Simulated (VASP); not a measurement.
# P (R-3m) in VASP: notebook

One crystal, P, is run at these levels: PBEsol+D3(BJ); tasks: relaxation of cell and atoms, vibrations by finite differences.

All numbers are computed with VASP 6.6.1; they aren't measurements. Logs are shortened: lines on timing, memory, paths and dates and some standing lists are left out, and cuts for length are marked.

### Step 1. The crystal as given

It takes space group R-3m (No. 166, trigonal). Conventional cell: a = 3.451 Å, b = 3.451 Å, c = 9.389 Å, α = 90.00°, β = 90.00°, γ = 120.00°. Around P (site symmetry 3m) lie 3 P at 2.29 Å.

This isn't the form of P at room conditions, which is orthorhombic.

### Step 2. Relaxation of cell and atoms, PBEsol+D3(BJ), target pressure 6 GPa, at which the enthalpy is minimised

File INCAR:

```
  PREC = Accurate
  ENCUT = 520
  EDIFF = 1E-7
  ISMEAR = 0
  SIGMA = 0.02
  LREAL = False
  LASPH = True
  NELM = 60
  ALGO = Fast
  ISIF = 3
  LWAVE = False
  LCHARG = False
  GGA = PS
  IVDW = 12
  IBRION = 2
  NSW = 80
  EDIFFG = -0.002
  PSTRESS = 60.0
```

File KPOINTS:

```
Automatic mesh
0
Gamma
  6 6 6
```

File POSCAR:

```
P
1.0
    1.7257251800      0.9963479000      3.1296800100
   -1.7257251800      0.9963479000      3.1296800100
    0.0000000000     -1.9926957900      3.1296800100
P
2
Direct
    0.2270802500      0.2270802500      0.2270802500
    0.7729197500      0.7729197500      0.7729197500
```

Potentials or basis: VASP PAW PBE potentials, release 64 (P).

Started as:

```console
> cat potpaw_PBE.64/P/POTCAR > POTCAR
> mpirun -np 1 vasp_std > vasp.out
```

OUTCAR:

```text
PREC = Accurate
   ENCUT = 520
   EDIFF = 1E-7
   ISMEAR = 0
   LREAL = False
   LASPH = True
   NELM = 60
   ISIF = 3
   GGA = PS
   IVDW = 12
   IBRION = 2
   NSW = 80
   EDIFFG = -0.002
   PSTRESS = 60.0
 IVDW          = 12

 ion  position               nearest neighbor table
   1  0.227  0.227  0.227-   2 2.29   2 2.29   2 2.29   2 2.82   2 2.82   2 2.82
   2  0.773  0.773  0.773-   1 2.29   1 2.29   1 2.29   1 2.82   1 2.82   1 2.82

  LATTYP: Found a trigonal (rhomboedric) cell.
 ALAT       =     3.7102201417
 COS(alpha) =     0.5673129373

  Lattice vectors:

 A1 = (   1.7257251800,   0.9963479000,   3.1296800100)
 A2 = (  -1.7257251800,   0.9963479000,   3.1296800100)
 A3 = (   0.0000000000,  -1.9926957900,   3.1296800100)

Analysis of symmetry for initial positions (statically):
=====================================================================
 Subroutine PRICEL returns:
 Original cell was already a primitive cell.

 Routine SETGRP: Setting up the symmetry group for a
 trigonal (rhombohedral) supercell.

 Subroutine GETGRP returns: Found 12 space group operations
 (whereof 12 operations were pure point group operations)
 out of a pool of 12 trial point group operations.

The static configuration has the point symmetry D_3d.

Analysis of symmetry for dynamics (positions and initial velocities):
=====================================================================
 Subroutine PRICEL returns:
 Original cell was already a primitive cell.

 Routine SETGRP: Setting up the symmetry group for a
 trigonal (rhombohedral) supercell.

 Subroutine GETGRP returns: Found 12 space group operations
 (whereof 12 operations were pure point group operations)
 out of a pool of 12 trial point group operations.

The dynamic configuration has the point symmetry D_3d.

 Subroutine INISYM returns: Found 12 space group operations
 (whereof 12 operations are pure point group operations),
 and found     1 'primitive' translations

----------------------------------------------------------------------------------------

                                     Primitive cell

  volume of cell :      32.2875

  direct lattice vectors                    reciprocal lattice vectors
     1.725725180  0.996347900  3.129680010     0.289733270  0.167277582  0.106507161
    -1.725725180  0.996347900  3.129680010    -0.289733270  0.167277582  0.106507161
     0.000000000 -1.992695790  3.129680010     0.000000000 -0.334555163  0.106507162

  length of vectors
     3.710220142  3.710220142  3.710220139     0.351099605  0.351099605  0.351099605

  position of ions in fractional coordinates (direct lattice)
     0.227080250  0.227080250  0.227080250
     0.772919750  0.772919750  0.772919750

  ion indices of the primitive-cell ions
   primitive index   ion index
[... 76 lines left out ...]
   EDIFFG = -.2E-02   stopping-criterion for IOM
   NSW    =     80    number of steps for IOM
   IBRION =      2    ionic relax: 0-MD 1-quasi-New 2-CG
   NFREE  =      1    steps in history (QN), initial steepest desc. (CG)
   ISIF   =      3    stress and relaxation
   ISYM   =      2    0-nonsym 1-usesym 2-fastsym
   POTIM  = 0.5000    time-step for ionic-motion
   TEBEG  =    0.0;   TEEND  =   0.0 temperature during run
   PSTRESS=   60.0 pullay stress
   NELECT =      10.0000    total number of electrons
   NUPDOWN=      -1.0000    fix difference up-down
   EMIN   =  10.00;   EMAX   =-10.00  energy-range for DOS
   EFERMI =   0.00;   METHOD = LEGACY
   ISMEAR =     0;   SIGMA  =   0.02  broadening in eV -4-tet -1-fermi 0-gaus
   EFERMI_NEDOS =   21; number of points for ismear=-14 and -15
   IALGO  =     68    algorithm
   IMIX   =      4    mixing-type and parameters
     AMIX     =   0.40;   BMIX     =  1.00
     AMIX_MAG =   1.60;   BMIX_MAG =  1.00
  volume/ion in A,a.u.               =      16.14       108.94
  Fermi-wavevector in a.u.,A,eV,Ry     =   1.107636  2.093128 16.692396  1.226857
  Thomas-Fermi vector in A             =   2.244152
   LORBIT       =      0    0 simple, 1 ext, 2 COOP (PROOUT), +10 PAW based schemes
   GGA     = PS    functional components
   LHFCALC =     F    Hartree Fock is set to
   AEXX    =    0.0000 exact exchange contribution
   IVDW    =    12    specifies the selected vdW correction
   LEPSILON=     F    determine dielectric tensor
   LRPA    =     F    only Hartree local field effects (RPA)
 conjugate gradient relaxation of ions
 non-spin polarized calculation
 RMM-DIIS sequential band-by-band and
 Gauss-broadening in eV      SIGMA  =   0.02
  energy-cutoff  :      520.00
  volume of cell :       32.29
 maximum number of plane-waves:       883
   NGX = 13   NGY = 13   NGZ = 13

--------------------------------------- Ionic step        1  -------------------------------------------

 number of electron      10.0000000 magnetization

 Free energy of the ion-electron system (eV)
  ---------------------------------------------------
  ext. energy  EPLUGINS =         0.00000000
  ---------------------------------------------------
  free energy    TOTEN  =       -11.58533925 eV

  energy without entropy =      -11.58523437  energy(sigma->0) =      -11.58528681

 E-fermi :   8.9797     XC(G=0): -10.8758

 val. band max:        8.9067564664   @ k =   0.5000   0.5000   0.0000
 cond. band min:       8.9797001911   @ k =   0.3333   0.3333   0.3333
 fundamental gap:      0.0729437247
 Fermi energy:         8.9796854281

 k-point     1 :       0.0000    0.0000    0.0000
  band No.  band energies     occupation
      1      -7.6175      2.00000
      2       5.3057      2.00000
      3       5.7509      2.00000
      4       6.0369      2.00000
      5       6.0369      2.00000
      6      10.2417      0.00000
      7      11.5467      0.00000
      8      11.5467      0.00000
      9      14.6725      0.00000
[... 397 lines left out ...]
  energy  without entropy=      -12.2907796948  energy(sigma->0) =      -12.29083777

  enthalpy is  TOTEN    =       -11.2167249003 eV   P V=        1.0741709467

[... ionic steps 4 to 11 ...]

--------------------------------------- Ionic step       12  -------------------------------------------

 number of electron      10.0000000 magnetization

------------------------ aborting loop because EDIFF is reached ----------------------------------------
[... 79 lines left out ...]
--------------------------------------- Ionic step       14  -------------------------------------------

 number of electron      10.0000000 magnetization

 Free energy of the ion-electron system (eV)
  ---------------------------------------------------
  ext. energy  EPLUGINS =         0.00000000
  ---------------------------------------------------
  free energy    TOTEN  =       -11.49479073 eV

  energy without entropy =      -11.49462429  energy(sigma->0) =      -11.49470751

 E-fermi :  11.0514     XC(G=0): -11.6219

 val. band max:       11.0418698035   @ k =   0.3333   0.3333   0.3333
 cond. band min:      11.1668375510   @ k =  -0.3333   0.1667  -0.0000
 fundamental gap:      0.1249677474
 Fermi energy:        11.0514085280

 k-point     1 :       0.0000    0.0000    0.0000
  band No.  band energies     occupation
      1      -6.7648      2.00000
      2       7.9900      2.00000
      3       8.2324      2.00000
      4       8.2324      2.00000
      5       9.4577      2.00000
      6      13.3911      0.00000
      7      14.4036      0.00000
      8      14.4036      0.00000
      9      16.4821      0.00000
[... 313 lines left out ...]
  energy  without entropy=      -12.3222320430  energy(sigma->0) =      -12.32231527

  enthalpy is  TOTEN    =       -11.2961525195 eV   P V=        1.0262459694

 reached required accuracy - stopping structural energy minimisation
```

OSZICAR:

```text
N       E                     dE             d eps       ncg     rms          rms(c)
DAV:   1     0.227241183836E+02    0.22724E+02   -0.44993E+03   576   0.946E+02
DAV:   2    -0.106624213906E+02   -0.33387E+02   -0.32397E+02   861   0.128E+02
DAV:   3    -0.116292639893E+02   -0.96684E+00   -0.96197E+00   699   0.243E+01
DAV:   4    -0.116359841875E+02   -0.67202E-02   -0.67157E-02   843   0.222E+00
[... 116 lines left out ...]
  13 F= -.11296152E+02 E0= -.11296069E+02  d E =-.252555E-05
       N       E                     dE             d eps       ncg     rms          rms(c)
DAV:   1    -0.114947906763E+02   -0.16852E-03   -0.55251E-05   645   0.497E-02    0.481E-03
RMM:   2    -0.114947907789E+02   -0.10260E-06   -0.19851E-06   567   0.129E-02    0.228E-03
RMM:   3    -0.114947907350E+02    0.43889E-07   -0.19323E-07   372   0.464E-03
  14 F= -.11296153E+02 E0= -.11296069E+02  d E =-.366564E-06
```

Run time: 78 s. Hardware: 1 thread of AMD EPYC 7R13 (Zen 3), shared host; peak memory 0.13 GiB.

What came out:

```
Free energy                                            : -12.3224 eV
Relaxed volume                                         : 13.70 Å³/atom
Relaxed cell                                           : a = 3.435 Å, b = 3.435 Å, c = 3.435 Å, α = 58.08°, β = 58.08°, γ = 58.08°
Space group after relaxing (to 0.05 Å)                 : R-3m (No. 166)
Energy change on relaxing (the enthalpy is what falls) : -18.5 meV/atom
Ionic steps                                            : 14
Pressure after relaxing                                : 6.0 GPa
Band gap on the k mesh                                 : none (metal or under the smearing width)
Dispersion energy per atom                             : -0.414 eV
```

The path:
```csv
step,energy change (eV),largest force (eV/Å),pressure (GPa),volume (Å³)
1,0.0000,0.0166,-5.78,32.29
2,0.0892,1.2957,14.45,27.05
3,-0.0055,0.7549,5.19,28.68
4,0.0009,0.8100,6.07,28.49
5,-0.0228,0.4880,7.08,27.65
6,-0.0028,0.0172,9.73,26.70
7,-0.0143,0.1697,9.04,26.96
8,-0.0509,0.2502,2.25,28.02
9,-0.0372,0.0266,5.91,27.42
10,-0.0374,0.0025,5.96,27.41
11,-0.0374,0.0045,5.97,27.41
12,-0.0369,0.0028,6.01,27.40
13,-0.0369,0.0028,6.01,27.40
14,-0.0370,0.0014,5.99,27.40
```

Final structure:
```
CELL_PARAMETERS angstrom
1.66753 0.96275 2.84493
-1.66753 0.96275 2.84493
0.00000 -1.92550 2.84493
ATOMIC_POSITIONS crystal
P 0.23528 0.23528 0.23528
P 0.76472 0.76472 0.76472
```

Caveat: the k mesh is coarse (spacing up to 0.37 Å⁻¹), so the values aren't converged; the cell is relaxed towards a set pressure, so the enthalpy falls and the energy may rise; the volume moved by over 15 % at a fixed basis, so the end points are rough; the PAW data sets were made with another functional, which shifts forces and pressure a little; pairwise dispersion overbinds metals, which lowers pressure and volume.

### Step 3. Relaxation of cell and atoms, PBEsol+D3(BJ), target pressure 6 GPa, at which the enthalpy is minimised

This run uses another cell than the first one, of 13.70 Å³/atom, 0.849 times its volume.

INCAR is that of step 2.

KPOINTS is that of step 2.

File POSCAR:

```
P                                       
1.0
    1.6675315345      0.9627497831      2.8449331289
   -1.6675315345      0.9627497831      2.8449331289
   -0.0000000000     -1.9254995558      2.8449331287
  P             
     2
Direct
     0.2352776685756575    0.2352776685756575    0.2352776685757950
     0.7647223314243423    0.7647223314243423    0.7647223314242050
```

Potentials or basis: VASP PAW PBE potentials, release 64 (P).

Started as:

```console
> cat potpaw_PBE.64/P/POTCAR > POTCAR
> mpirun -np 1 vasp_std > vasp.out
```

Wall time 19 s (1 thread of AMD EPYC 7R13 (Zen 3), shared host); peak memory 0.12 GiB.

The run converged. Its results:

```
Free energy                                            : -12.3212 eV
Relaxed volume                                         : 13.70 Å³/atom
Relaxed cell                                           : a = 3.435 Å, b = 3.435 Å, c = 3.435 Å, α = 58.08°, β = 58.08°, γ = 58.08°
Space group after relaxing (to 0.05 Å)                 : R-3m (No. 166)
Energy change on relaxing (the enthalpy is what falls) : +0.1 meV/atom
Ionic steps                                            : 3
Pressure after relaxing                                : 6.0 GPa
Band gap on the k mesh                                 : none (metal or under the smearing width)
Dispersion energy per atom                             : -0.414 eV
```

Step by step:
```csv
step,energy change (eV),largest force (eV/Å),pressure (GPa),volume (Å³)
1,0.0000,0.0007,5.98,27.40
2,0.0003,0.0020,6.02,27.40
3,0.0001,0.0007,6.00,27.40
```

Final structure:
```
CELL_PARAMETERS angstrom
1.66748 0.96272 2.84472
-1.66748 0.96272 2.84472
0.00000 -1.92544 2.84472
ATOMIC_POSITIONS crystal
P 0.23528 0.23528 0.23528
P 0.76472 0.76472 0.76472
```

Levels at points of the mesh, in eV from the Fermi level:
| k point | band 1 | band 2 | band 3 | band 4 | band 5 | band 6 | band 7 | band 8 | band 9 |
| --- | --- | --- | --- | --- | --- | --- | --- | --- | --- |
| (0.00, 0.00, 0.00) | -17.82 | -3.06 | -2.82 | -2.82 | -1.59 | 2.34 | 3.35 | 3.35 | 5.43 |
| (0.50, 0.00, 0.00) | -13.67 | -12.96 | -3.35 | -2.98 | -1.29 | -0.53 | 0.63 | 1.01 | 10.50 |
| (0.50, 0.50, 0.00) | -13.21 | -10.29 | -7.50 | -6.18 | -6.05 | -0.36 | 7.81 | 8.44 | 9.07 |
| (0.50, 0.50, 0.50) | -14.61 | -12.42 | -2.67 | -2.67 | -0.93 | -0.93 | 0.84 | 2.30 | 10.42 |

Caveat: the k mesh is coarse (spacing up to 0.38 Å⁻¹), so the values aren't converged; the cell is relaxed towards a set pressure, so the enthalpy falls and the energy may rise; the PAW data sets were made with another functional, which shifts forces and pressure a little; pairwise dispersion overbinds metals, which lowers pressure and volume.

### Step 4. Vibrations by finite differences, PBEsol+D3(BJ)

This run uses another cell than the first one, of 13.70 Å³/atom, 0.849 times its volume.

File INCAR:

```
SYSTEM = P
PREC     = Accurate       ! precision mode
ENCUT    = 520            ! plane-wave cutoff, eV
EDIFF    = 1E-8           ! SCF threshold, eV
ISMEAR   = 0              ! smearing method
SIGMA    = 0.02           ! smearing width, eV
LREAL    = .FALSE.        ! projectors in reciprocal space
LASPH    = .TRUE.         ! aspherical terms in the spheres
NELM     = 60             ! most SCF steps
ALGO     = Fast           ! electronic algorithm
ISIF     = 2              ! what is computed and relaxed
LWAVE    = .FALSE.        ! write WAVECAR
LCHARG   = .FALSE.        ! write CHGCAR
GGA      = PS             ! functional
IVDW     = 12             ! dispersion correction
NBANDS   = 12             ! bands
IBRION   = 6              ! ionic algorithm
NFREE    = 2            
POTIM    = 0.015          ! step
NSW      = 1              ! ionic steps
```

File KPOINTS:

```
Automatic mesh
0
G
  6 6 6
  0 0 0
```

File POSCAR:

```
P                                       
1.0
    1.6674816840      0.9627210019      2.8447160025
   -1.6674816840      0.9627210019      2.8447160025
   -0.0000000000     -1.9254419934      2.8447160023
  P             
     2
Direct
     0.2352756674432726    0.2352756674432726    0.2352756674434149
     0.7647243325567274    0.7647243325567274    0.7647243325565851
```

Started as:

```console
> cat potpaw_PBE.64/P/POTCAR > POTCAR
> mpirun -np 1 vasp_std > vasp.out
```

Wall time 92 s (1 thread of AMD EPYC 7R13 (Zen 3), shared host); peak memory 0.16 GiB.

Results (log left out):

| Item | Value |
| --- | --- |
| Highest phonon frequency at Γ | 408 cm⁻¹ |
| Dispersion energy per atom | -0.414 eV |

Phonon frequencies in cm⁻¹ (negative: imaginary):
```csv
q point,frequencies
"(0.000, 0.000, 0.000)",0 0 0 307 307 408
```

Caveat: the k mesh is coarse (spacing up to 0.38 Å⁻¹), so the values aren't converged; the PAW data sets were made with another functional, which shifts forces and pressure a little; pairwise dispersion overbinds metals, which lowers pressure and volume.
